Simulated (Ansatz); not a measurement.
## Band structure of Eu

```
Eu
1.0
     3.92220    0.00000    0.00000
    -1.96110    3.39672    0.00000
     0.00000    0.00000    6.29205
Eu
2
Direct
  0.33333 0.66667 0.25000
  0.66667 0.33333 0.75000
```

Atom numbers follow the list: Eu1, Eu2.

The structure comes from a relaxation in the same program, started in the hcp type, and has space group P6_3/mmc. Whether it is a known phase or the ground state wasn't checked.

Where the f shell is localised, expect the real compound to differ from this run without U.

Other magnetic orders may lie lower; this is the state that the run reached.

Spin–orbit coupling is left out, though it moves levels of the heavy atoms by tenths of an eV or more.

Theory: DFT, PBE, all-electron LAPW, scalar-relativistic (Ansatz 0.2.0).

Sampling and basis: a Γ-centred 12×12×6 k mesh, Fermi–Dirac smearing of 0.05 eV, basis error target 0.25 meV/atom, spin-polarised from start moments Eu1 7, Eu2 7 μB, ending with a cell moment of 15.13 μB.

Points in fractions of the reciprocal vectors of this cell: Γ (0, 0, 0), M (0.5, 0, 0), K (0.333, 0.333, 0), A (0, 0, 0.5), L (0.5, 0, 0.5), H (0.333, 0.333, 0.5). The path joins them by straight lines in the order Γ–M–K–Γ–A–L–H–A–L; legs that retrace an earlier one aren't tabulated. Energies are in eV from the Fermi level.

Problem. Is there a gap?

Solution. none: bands cross the Fermi level, a metal.

Problem. List the levels between -20 and 1.5 eV at the symmetry points.

Solution. 
Γ spin-up: -4.42, -1.82, -0.55, -0.54, -0.50, -0.47 (×2), -0.47 (×2), -0.46, -0.44 (×2), -0.40 (×2), -0.36, -0.36, 0.68
Γ spin-down: -18.24, -17.75 (×2), -17.67 (×2), -17.66, -3.39, -0.77
M spin-up: -1.65, -1.07, -0.79, -0.53, -0.51, -0.50, -0.50, -0.49 (×2), -0.47, -0.45, -0.40, -0.38, -0.36 (×3), -0.30, 0.02, 1.32
M spin-down: -18.17, -18.07, -17.99, -17.88, -17.80, -17.74, -0.52, -0.06, 0.30, 1.10
K spin-up: -0.80, -0.65 (×2), -0.55, -0.51 (×4), -0.46 (×2), -0.45, -0.37, -0.36 (×2), -0.36 (×2), -0.32, -0.19, 1.10 (×2)
K spin-down: -18.09, -18.00 (×2), -17.90, -17.89 (×2), 0.40, 0.59 (×2), 0.67
A spin-up: -3.16 (×2), -0.59 (×2), -0.50 (×4), -0.48 (×2), -0.37 (×4), -0.36 (×2), 0.97 (×2)
A spin-down: -17.96 (×2), -17.71 (×4), -2.10 (×2)
L spin-up: -1.55 (×2), -0.56 (×2), -0.50 (×4), -0.47 (×2), -0.45 (×2), -0.37 (×2), -0.36 (×2), 0.18 (×2), 1.33 (×2)
L spin-down: -18.20 (×2), -17.81 (×4), -0.54 (×2), 1.20 (×2)
H spin-up: -0.76 (×2), -0.64 (×2), -0.51 (×4), -0.49 (×2), -0.43 (×2), -0.36 (×2), -0.06 (×2), -0.01 (×2), 0.47 (×2)
H spin-down: -18.12 (×2), -18.00 (×2), -17.76 (×2), 0.66 (×2), 0.69 (×2)
